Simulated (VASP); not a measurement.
# Co: equation of state with LDA

Co:

```xyz
2
Lattice="2.4243 0.0000 0.0000 -1.2121 2.0995 0.0000 0.0000 0.0000 3.9076" Properties=species:S:1:pos:R:3 pbc="T T T"
Co    1.2121    0.6998    2.9307
Co    0.0000    1.3996    0.9769
```

```json
{"Program": "VASP 6.6.1", "Task": "equation of state", "Functional": "LDA", "Potentials or basis": "VASP PAW LDA potentials, release 64 (Co)", "Cutoff": "520 eV", "k mesh": "10 × 10 × 6", "Occupations": "fermi-dirac, width 0.05 eV", "Spin": "collinear spin, ferromagnetic start", "Starting moments": "[2.0, 2.0] μB"}
```

```yaml
Equilibrium_volume: 9.95 Å³/atom
Bulk_modulus_at_fixed_shape_and_positions: 267 GPa
Pressure_derivative_of_the_bulk_modulus: "5.3 (rough: it moves with the points fitted)"
```

Energy against volume, from the lowest point:
```tsv
volume (Å³/atom)	energy (meV/atom)
9.546	14.70
9.745	3.58
9.944	0.00
10.143	3.08
10.342	12.00
```

All runs of the series together: 90 s on 1 thread of Intel(R) Xeon(R) Platinum 8488C (Sapphire Rapids) (shared host).

Caveat: the cell was scaled at fixed shape and fractional positions, which overstates the stiffness of a crystal with free parameters, most of all of layers and chains.
